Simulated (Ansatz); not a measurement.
## AlN

Level of theory: DFT, PBEsol, scalar-relativistic, no spin polarisation; plane waves to 420 eV with PAW datasets (Ansatz 0.2.0), Γ-centred 14×14×14 mesh, 0.05 eV Gaussian smearing; PAW files: Ansatz's generated set soft_2.

```
CELL_PARAMETERS angstrom
0.00000 2.02261 2.02261
2.02261 0.00000 2.02261
2.02261 2.02261 0.00000
ATOMIC_POSITIONS crystal
Al 0.00000 0.00000 0.00000
N 0.50000 0.50000 0.50000
```

The chain of runs began from a cell as deposited in COD, expanded in volume.

Path: Γ–X–U | K–Γ–L–W–X, with Γ = (0.000, 0.000, 0.000), X = (0.500, 0.000, 0.500), U = (0.625, 0.250, 0.625), K = (0.375, 0.375, 0.750), L = (0.500, 0.500, 0.500), W = (0.500, 0.250, 0.750) in reciprocal vectors of the calculation's cell.

**Question.** Is it a metal or an insulator, and if it has a gap, where are the band edges on this path?

**Answer.** An insulator with a gap of 4.55 eV on the path, the valence band topping at Γ and the conduction band bottoming at X; the smallest direct gap is 5.63 eV.

Bands as a text map, energy in eV from the Fermi level (dashes), each leg drawn with the same width:
```
  5.57 |   *                                 **** *     
  5.14 |            *    *  *             *      *      
  4.71 |  * *      *              **               *    
  4.29 |    *                *      *    *        *     
  3.86 | *        *     *        *   ****          **   
  3.43 |*    *   *   ***      ***                    *  
  3.00 |      ***  **                               * **
  2.57 |      *  **                                  *  
  2.14 |       **                                     **
  1.71 |                                                
  1.29 |                                                
  0.86 |                                                
  0.43 |                                                
  0.00 |------------------------------------------------
 -0.43 |                                                
 -0.86 |                                                
 -1.29 |                                                
 -1.71 |                                                
 -2.14 |*                     ***                       
 -2.57 | *                  *** ***                     
 -3.00 | **                * *     **                   
 -3.43 |   *              *      *   *****              
 -3.86 |  *              *  **           **             
 -4.29 |    *           *                  *            
 -4.71 |     *     *****                    *           
 -5.14 |      *****        *      *       *          ***
 -5.57 |   *     *          *                *     **   
 -6.00 |          *                        *  *****     
        Γ      X      UK       Γ       L       W       X
```

Formal charges Al³⁺, N³⁻ balance and leave closed shells on every ion, so a band insulator is expected, and the gap is 4.55 eV.

Within 0.6 eV of the edges the projected states are 96 % N 2p at the top of the valence band and 85 % Al 3s at the bottom of the conduction band. Crossing the gap moves an electron from the anion's filled p shell to the metal's empty orbitals, as in ionic insulators.

Kohn–Sham gaps of semilocal functionals lie under measured ones, often by a third or more.
